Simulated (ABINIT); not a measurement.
Runs of ABINIT 10.8.3 (patched build) on Ga. Symmetry: I4/mmm, No. 139, tetragonal system. The conventional cell has a = 2.769 Å, b = 2.769 Å, c = 4.622 Å, α = 90.00°, β = 90.00°, γ = 90.00°. Ga (site symmetry 4/mmm) has 12 Ga at 2.77 to 3.03 Å as nearest neighbours. This isn't the form of Ga at room conditions, which is orthorhombic.

```tsv
level	dispersion computed by	gap on the mesh (eV)	pressure (GPa)	relaxed volume (Å³/atom)
PBE+D3(BJ)	simple-dftd3 1.7.0	none	-0.1	17.88
PBE	-	none	0.0	18.84
PBE+D3	simple-dftd3 1.7.0	none	-0.1	18.29
PBE+D4	dftd4 4.3.1	none	-0.1	(a)
```

Alike in all rows: task relaxation of cell and atoms; potentials or basis JTH PAW PBE v2.0; no spin polarisation; cell relaxed; k mesh 13 × 13 × 13; cutoff (eV) 463; smearing fermi-dirac 0.05 eV.

Problem. Fill in the values left out.

Solution. (a) 17.48.

Caveats: pairwise dispersion overbinds metals, which lowers pressure and volume (some runs).

A k mesh can miss the band edges, and the runs leave out spin-orbit coupling on Ga.

A gap of «none» marks a metal or a gap under the smearing width.
